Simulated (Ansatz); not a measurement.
# PbO (model cell, started as zinc blende): a soft mode frozen in

Wanted: the energy along a soft mode of PbO (model cell, started as zinc blende) and the structure at the end.

Program: Ansatz 0.2.0. Level of theory: DFT PBEsol, scalar-relativistic, plane waves, PAW. Results are calculated unless marked as measured.

Report form: the programs' logs are mostly left out.

The structure was built from a prototype and need not be the compound's stable phase.

## Step 1: The structure

It takes space group F-43m (No. 216, cubic). The conventional cell has a = 5.572 Å, b = 5.572 Å, c = 5.572 Å, α = 90.00°, β = 90.00°, γ = 90.00°. Nearest to Pb lie 4 O at 2.41 Å. Nearest to O lie 4 Pb at 2.41 Å. Farther neighbours and most contacts between anions are not listed.

Structure file:

```cif
data_structure
_symmetry_space_group_name_H-M 'F-43m'
_symmetry_Int_Tables_number 216
_cell_length_a 5.5724
_cell_length_b 5.5724
_cell_length_c 5.5724
_cell_angle_alpha 90.000
_cell_angle_beta 90.000
_cell_angle_gamma 90.000
_cell_volume 173.03
loop_
_atom_site_label
_atom_site_type_symbol
_atom_site_symmetry_multiplicity
_atom_site_Wyckoff_symbol
_atom_site_fract_x
_atom_site_fract_y
_atom_site_fract_z
_atom_site_occupancy
Pb1 Pb 4 a 0.00000 0.00000 0.00000 1
O1 O 4 d 0.25000 0.25000 0.75000 1
```

## Step 2: The dispersion

The cell comes from relaxations at this level that are not shown. Stability and thermal properties need the whole zone. Linear response on a 4×4×4 q mesh gives force constants as far as a supercell of that size would, and the tensors from the zone-centre run are typed in so that the long-range dipole term is interpolated apart.

The input, input.yaml:

```yaml
crystal:
  lattice:
    - [0.0, 2.7862023436, 2.7862023436]
    - [2.7862023436, 0.0, 2.7862023436]
    - [2.7862023436, 2.7862023436, 0.0]
  atoms:
    - { symbol: Pb, position: [0.0, 0.0, 0.0] }
    - { symbol: O, position: [0.25, 0.25, 0.25] }
kpoints:
  mp_grid: { grid: [12, 12, 12] }
hamiltonian:
  xc: pbesol
scf:
  occupations: { method: fixed }
output:
  eigenvalues: true
phonons:
  method: dfpt
  qmesh: [4, 4, 4]
  temperatures: { t_max: 1000, t_step: 50 }
  qpath:
    path:
      - [[0.0, 0.0, 0.0], [-0.5, -0.5, 0.0], [-0.375, -0.375, 0.25]]
      - [[-0.375, 0.0, 0.375], [0.0, 0.0, 0.0], [0.0, 0.0, 0.5], [-0.5, -0.25, 0.25], [-0.5, -0.5, 0.0]]
    npoints: 10
  non_analytic_term:
    high_frequency_dielectric_tensor: [[8.7173, 0.0, 0.0], [0.0, 8.7173, 0.0], [0.0, 0.0, 8.7173]]
    born_effective_charges:
      - { species: Pb, tensor: [[2.1253, 0.0, 0.0], [0.0, 2.1253, 0.0], [0.0, 0.0, 2.1253]] }
      - { species: O, tensor: [[-2.1253, 0.0, 0.0], [0.0, -2.1253, 0.0], [0.0, 0.0, -2.1253]] }
    source: "zone-centre run at this cell"
```

On the command line:

```bash
$ ansatz run input.yaml --threads 4 --pin off --max-ram 7168MiB --backend cpu --events-out ev --progress --plain --runs-dir out
```

Elapsed: 2 min, on 4 threads of Intel Xeon 6975P-C (Granite Rapids), shared host; peak memory 2.5 GiB.

Numbers from this step:

```yaml
gap_on_the_k_mesh: 0.3120 eV
volume_per_atom: 21.63 Å³
sum_rule_residual_before_enforcement: 3.15e-5 eV/Å²
lowest_frequency_on_the_path: -140.6 cm⁻¹
point_group: -43m
highest_frequency_on_the_path_or_at_a_solved_wavevector: 348 cm⁻¹
highest_optical_mode_at_the_zone_centre_no_lo_to_term: 252.4 cm⁻¹
lowest_optical_zone_centre_mode: 252.4 cm⁻¹
lowest_mode_on_the_q_mesh_acoustic_modes_at_gamma_apart: -140.6 cm⁻¹
```

Frequencies (cm⁻¹) solved at each irreducible wavevector; negative means imaginary. Frequencies by wavevector, by row:

```
q in reciprocal lattice units  star  mode 1  mode 2  mode 3  mode 4  mode 5  mode 6
                        0 0 0     1       0       0       0   252.4   252.4   252.4
                     0 0 0.25     8    -1.4    -1.4      73   234.4   234.4   318.7
                     0 0 -0.5     4    13.7    13.7   120.7   207.5   207.5   305.7
                  0 0.25 0.25     6     -56     -56    82.3   168.7   168.7   346.6
                  0 0.25 -0.5    24   -73.1   -64.2   113.2   124.9   140.5   329.9
                 0 0.25 -0.25    12   -58.2     4.8    99.3   144.4   203.4   320.5
                  0 -0.5 -0.5     3  -140.6  -140.6    97.1    97.1   118.6   344.1
              0.25 -0.5 -0.25     6  -119.8   -90.2   104.8   114.9   118.7   323.4
```

Interpolated from a 4×4×4 q mesh, with the LO-TO term (at Γ the limit along the path; where Γ stands inside the path, tables give the limit on arrival). The phonon branches at the labelled points (cm⁻¹):

```
    point  branch 1  branch 2  branch 3  branch 4  branch 5  branch 6
        Γ         0         0         0       252       252       322
  halfway       -56       -56        82       169       169       347
        X      -141      -141        97        97       119       344
  halfway      -136      -125        99       102       119       340
        U      -130       -84       104       120       123       333
jump to K      -130       -84       104       120       123       333
  halfway       -13        12        83       194       231       316
        Γ         0         0         0       252       252       322
  halfway        -1        -1        73       234       234       319
        L        14        14       121       208       208       306
  halfway       -74       -20       116       128       170       322
        W      -120       -90       105       115       119       323
  halfway      -129      -118       100       106       119       335
        X      -141      -141        97        97       119       344
```

Symmetry leaves 8 wavevectors to solve. The lowest mode among them, the acoustic zeros apart, lies at q = (0, -0.5, -0.5) and is imaginary, 140.6i cm⁻¹, so the energy falls along it.

## Step 3: The mode frozen in, largest atomic shift 0 Å

The mode followed lies at q = (0, -0.5, -0.5) with frequency 140.6i cm⁻¹ and is 2-fold degenerate, the softest among the wavevectors solved. At small amplitude the distorted cell has space group no. 20 by a symmetry search on the positions. The undistorted cell that holds it gives the zero of energy on the same k mesh.

System of this step: PbO (model cell, started as zinc blende). The structure is cubic, space group F-43m (No. 216). Conventional cell: a = 5.572 Å, b = 5.572 Å, c = 5.572 Å, α = 90.00°, β = 90.00°, γ = 90.00°. Nearest to Pb lie 4 O at 2.41 Å. Nearest to O lie 4 Pb at 2.41 Å. Farther neighbours and most contacts between anions are not listed.

The input, input.yaml:

```yaml
crystal:
  lattice:
    - [0.0, -2.7862023436, -2.7862023436]
    - [0.0, 2.7862023436, -2.7862023436]
    - [5.5724046872, 0.0, 0.0]
  atoms:
    - { symbol: Pb, position: [0.5, 0.5, 0.5] }
    - { symbol: Pb, position: [0.0, 0.0, 0.0] }
    - { symbol: O, position: [0.0, 0.5, 0.75] }
    - { symbol: O, position: [0.5, 0.0, 0.25] }
kpoints:
  mp_grid: { grid: [8, 8, 6] }
hamiltonian:
  xc: pbesol
scf:
  occupations: { method: gaussian, width: 0.02 }
output:
  forces: true
  stress: true
  eigenvalues: true
```

Wall time 1.8 s (4 threads); peak memory 0.45 GiB; 6.3 s of CPU time.

Numbers from this step:

- pressure: -0.004126 GPa
- gap on the k-mesh: 0.3119 eV
- energy from the undistorted cell: 0 meV/atom

At this level the gap is 0.31 eV on the k-mesh of the self-consistent run, which can miss the band edges.

## Step 4: The mode frozen in, largest atomic shift 0.32 Å

The atoms are moved along the unstable eigenvector, the largest shift by 0.32 Å, with the cell fixed.

input.yaml, the sections that differ from step 3:

```yaml
crystal:
  lattice:
    - [0.0, -2.7862023436, -2.7862023436]
    - [0.0, 2.7862023436, -2.7862023436]
    - [5.5724046872, 0.0, 0.0]
  atoms:
    - { symbol: Pb, position: [0.504421068, 0.504421068, 0.5] }
    - { symbol: Pb, position: [-0.004421068, -0.004421068, 0.0] }
    - { symbol: O, position: [0.0574258364, 0.4425741636, 0.75] }
    - { symbol: O, position: [0.4425741636, 0.0574258364, 0.25] }
# kpoints, hamiltonian, scf, output: as in step 3
```

Elapsed: 2.1 s, on 4 threads; peak memory 0.47 GiB.

This step gave:

| Item | Value |
| --- | --- |
| pressure | 0.2496 GPa |
| gap on the k-mesh | 0.5278 eV |
| energy from the undistorted cell | -17.17 meV/atom |

The energy, extrapolated to zero smearing, is -17.17 meV/atom against the undistorted cell.

The run ends at a pressure of 0.25 GPa, with forces up to 0.42 eV/Å.

## Step 5: Energy along the mode, all amplitudes (two of the runs are shown above)

An imaginary frequency means negative curvature, so the energy should fall and then rise again as anharmonic terms take over.

Numbers from this step:

```
depth at the lowest point sampled  : 17.17 meV/atom
largest atomic shift at that point : 0.32 Å
```

Table of energy from the parent by largest atomic shift:

```
largest atomic shift (Å)  energy from the parent (meV/atom)
                   0.000                                  0
                   0.040                               -0.5
                   0.080                              -1.93
                   0.140                              -5.42
                   0.220                              -11.2
                   0.320                              -17.2
                   0.450                              -16.5
                   0.600                               2.66
```

Displacement at unit largest shift by atom:

```
atom  x (Å)  y (Å)  z (Å)  size
 Pb1   0.00   0.00  -0.08  0.08
 Pb2   0.00   0.00   0.08  0.08
  O3   0.00  -1.00   0.00  1.00
  O4   0.00   1.00   0.00  1.00
```

The lowest of the steps tried is at 0.32 Å, 17.2 meV/atom below the parent; the bottom of the well need not coincide with a step.

## Step 6: Relaxing from the distorted cell

Starting from the lowest point found, all atoms and the cell are let go, so that strain and other modes of the same symmetry can join in.

Edit input.yaml of step 4 so:

```diff
@@ -15,3 +15,3 @@
 scf:
-  occupations: { method: gaussian, width: 0.02 }
+  occupations: { method: fixed }
 output:
@@ -20 +20,10 @@
   eigenvalues: true
+  write_density: true
+  write_potential: true
+  elf: true
+  volumetric_format: npy
+relax:
+  adjacent_minimum: "off"
+  f_tol: 0.002
+  max_steps: 120
+  cell: { stress_tol: 0.03 }
```

Wall time 29 s (4 threads); peak memory 0.51 GiB; 1.8 min of CPU time.

Relaxation path:

```
step  energy less that of the first step (eV)  largest force component (eV/Å)  pressure (GPa)  volume (Å³)
   1                                   0.0000                          0.4216            0.25        86.52
   2                                  -0.1016                          0.3077           -1.57        84.03
   3                                  -0.1450                          0.2418           -0.71        82.07
   4                                  -0.1698                          0.0240            0.09        80.50
   5                                  -0.1663                          0.0738            0.45        80.76
   6                                  -0.1699                          0.0127           -0.09        80.84
   7                                  -0.1701                          0.0013            0.00        80.76
  8*                                  -0.1739                          0.0016            0.04        80.76
   9                                  -0.1760                          0.0100            0.03        80.47
  10                                  -0.1760                          0.0006            0.00        80.54
 11*                                  -0.1759                          0.0005            0.00        80.54
  12                                  -0.1760                          0.0001            0.00        80.49
 13*                                  -0.1759                          0.0001            0.00        80.49
```

Relaxation steps marked * repeat the geometry before them on a plane-wave basis chosen anew for their cell, so energy and pressure can jump there. Relaxation step 5 was tried and not accepted.

The run keeps the 4 symmetry operations that it works with, so distortions that break them were not tested.

```
     cell as run  before   after   change
           a (Å)   3.940   3.805   -3.4 %
           b (Å)   3.940   3.805   -3.4 %
           c (Å)   5.572   5.694   +2.2 %
           γ (°)   90.00  102.44  +13.8 %
volume (Å³/atom)   21.63   20.12   -7.0 %
```

The atoms that moved most (Å, as changes of fractional coordinates times the final cell):

```
atom     dx      dy      dz  length
 Pb1  0.000   0.000  -0.226   0.226
 Pb2  0.000   0.000   0.226   0.226
  O3  0.000  -0.168   0.000   0.168
  O4  0.000   0.168   0.000   0.168
```

The relaxed structure:

```cif
data_structure
_symmetry_space_group_name_H-M 'P 1'
_symmetry_Int_Tables_number 1
_cell_length_a 3.8047
_cell_length_b 3.8047
_cell_length_c 5.6941
_cell_angle_alpha 90.000
_cell_angle_beta 90.000
_cell_angle_gamma 102.440
_cell_volume 80.49
loop_
_atom_site_label
_atom_site_type_symbol
_atom_site_fract_x
_atom_site_fract_y
_atom_site_fract_z
_atom_site_occupancy
Pb1 Pb 0.55191 0.55191 0.50000 1
Pb2 Pb 0.94809 0.94809 0.00000 1
O3 O 0.08577 0.41423 0.75000 1
O4 O 0.41423 0.08577 0.25000 1
```

Numbers from this step:

- pressure: -0.001817 GPa
- gap on the k-mesh: 0.2142 eV
- volume per atom: 20.12 Å³

Valence density in the ac plane of the conventional cell at fractional y = 0.000, with atoms of Pb within 0.2 Å of it. It is the smooth field of the valence electrons, not physical close to the nuclei.

Values in units of 1e0 e/Å³, 16 rows by 14 columns, each cell a mean:
```
0.1 0.1 0.0 0.0 0.0 0.1 0.3 1.1 3.6 6.9 6.9 3.6 1.1 0.3
0.1 0.1 0.1 0.0 0.0 0.1 0.2 0.6 1.6 2.9 2.9 1.6 0.6 0.2
0.2 0.2 0.1 0.1 0.1 0.1 0.1 0.3 0.5 0.8 0.7 0.5 0.3 0.3
0.3 0.2 0.2 0.1 0.1 0.1 0.1 0.1 0.2 0.2 0.2 0.2 0.2 0.3
0.3 0.3 0.3 0.3 0.4 0.3 0.2 0.1 0.1 0.1 0.1 0.1 0.2 0.3
0.2 0.3 0.6 1.2 1.6 1.2 0.6 0.2 0.1 0.1 0.0 0.1 0.1 0.2
0.2 0.5 1.6 3.8 5.1 3.6 1.5 0.4 0.1 0.1 0.0 0.0 0.1 0.1
0.2 0.7 2.6 6.6 9.2 6.2 2.4 0.6 0.2 0.1 0.0 0.0 0.0 0.1
0.2 0.6 2.2 5.5 7.5 5.2 2.0 0.6 0.2 0.1 0.0 0.0 0.0 0.1
0.2 0.4 1.0 2.3 3.1 2.3 1.0 0.3 0.1 0.1 0.0 0.0 0.1 0.1
0.3 0.3 0.4 0.6 0.8 0.6 0.4 0.2 0.1 0.1 0.1 0.1 0.1 0.2
0.3 0.3 0.2 0.2 0.2 0.2 0.1 0.1 0.1 0.1 0.1 0.1 0.2 0.3
0.3 0.2 0.1 0.1 0.1 0.1 0.1 0.2 0.3 0.4 0.4 0.3 0.3 0.3
0.2 0.1 0.1 0.0 0.0 0.1 0.2 0.4 0.9 1.5 1.5 0.9 0.4 0.3
0.1 0.1 0.0 0.0 0.0 0.1 0.3 0.9 2.5 4.7 4.7 2.5 0.8 0.3
0.1 0.0 0.0 0.0 0.0 0.1 0.3 1.3 4.2 8.3 8.4 4.3 1.3 0.3
```
Columns run along a (4.8 Å), rows up along c (5.7 Å), edges of the conventional cell, whose origin can differ from the input's. Atoms in or near the plane, at fractional coordinates: Pb at (0.30, 0.50), Pb at (0.70, 0.00).

Electrostatic potential energy in the ac plane of the conventional cell at fractional y = 0.000, with atoms of Pb within 0.2 Å of it. With pseudopotentials it is smooth inside the atoms' cores, unlike the true potential.

Ten even steps from '0' (-32 eV) to '9' (13 eV), each cell a mean:
```
99999982022027
99999985100158
99999998644689
99999999888999
99877789999999
98521258999999
86100017999999
84013105899999
85012106899999
97300037999999
98754578999999
99988889999999
99999998877899
99999987311379
99999984000048
99999972033017
```
Columns run along a (4.8 Å; values clipped at the 3rd and 97th percentile), rows up along c (5.7 Å), edges of the conventional cell, whose origin can differ from the input's. Atoms in or near the plane, at fractional coordinates: Pb at (0.30, 0.50), Pb at (0.70, 0.00).

ELF in the ac plane of the conventional cell at fractional y = 0.000, with atoms of Pb within 0.2 Å of it. It is the smooth field of the valence electrons, not physical close to the nuclei.

Ten even steps from '0' (0.01) to '9' (0.58), each cell a mean:
```
11001577300353
33100367644543
76310136766435
97322222443258
85345553211268
53456776310146
24531377620012
25400058730001
25510168730001
33554577510123
74356764211257
96334432222259
97411124554347
55210257766534
22101477522453
10001677200263
```
Columns run along a (4.8 Å), rows up along c (5.7 Å), edges of the conventional cell, whose origin can differ from the input's. Atoms in or near the plane, at fractional coordinates: Pb at (0.30, 0.50), Pb at (0.70, 0.00).

The distorted start has space group C222_1; the relaxation ends in C222_1.

(Continued in part 2 of 2.)

[Logs are printed without paths, hosts, clocks, repeated set-up lines and the standing remarks that a program may print on its own settings, such as how far it seeks lower states.]

[Hosts, paths, dates, database ids (printed as entryN), source tags and the programs' standing remarks are cut or masked in the printed files.]
